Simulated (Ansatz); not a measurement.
# AlN under changes of volume

One of the cells (10.417 Å³/atom); the others are scaled copies at fixed shape and fractional positions:

```
CELL_PARAMETERS angstrom
0.00000 2.18399 2.18399
2.18399 0.00000 2.18399
2.18399 2.18399 0.00000
ATOMIC_POSITIONS crystal
Al 0.00000 0.00000 0.00000
N 0.25000 0.25000 0.25000
```

Measurements of this composition are mostly on another form, of space group No. 186.

* Program: Ansatz 0.2.0
* Functional: B3LYP5
* Potentials or basis: Ansatz PAW
* Cutoff: 420 eV (not typed: the program's choice for these potentials)
* k mesh: 5 × 5 × 5
* Occupations: fermi-dirac, width 0.05 eV
* Spin: no spin polarisation

```csv
volume (Å³/atom),energy over the lowest point (meV/atom),pressure (GPa),gap on the mesh (eV)
9.792,38.58,17.5,5.96
10.001,19.47,12.0,5.92
10.209,7.08,7.1,5.89
10.417,0.63,2.7,5.86
10.626,0.00,-1.4,5.82
10.834,?,?,?
11.042,13.00,-8.5,5.62
```

Task: What does the run at 10.834 Å³/atom give?

Result: Energy over the lowest point 4.31 meV/atom; pressure -5.1 GPa; gap on the mesh 5.79 eV.

Worked out: A Birch-Murnaghan fit of order 3 (a polynomial in V^(-2/3)) to the other rows has its minimum at 10.55 Å³/atom with B0 = V·E''(V) = 203 GPa and B' = 3.7. It gives 4.18 meV/atom at 10.834 Å³/atom, against the run's 4.31, and -dE/dV = -5.1 GPa, against -5.1. A parabola through the other rows of the gap, of slope -4.36 eV per unit of ln V there, gives 5.72 eV, against the run's 5.79.

Energies are extrapolated to zero smearing.

Caveats: all runs use coarse meshes; odd divisions of the mesh miss points on the zone boundary, where band edges often lie, so the gap on the mesh can be too wide; the PAW data sets come from PBE, with cores solved anew for the run's functional, which leaves a small shift of forces and pressure; the thresholds are loose for stress.

A mesh can miss the band edges.
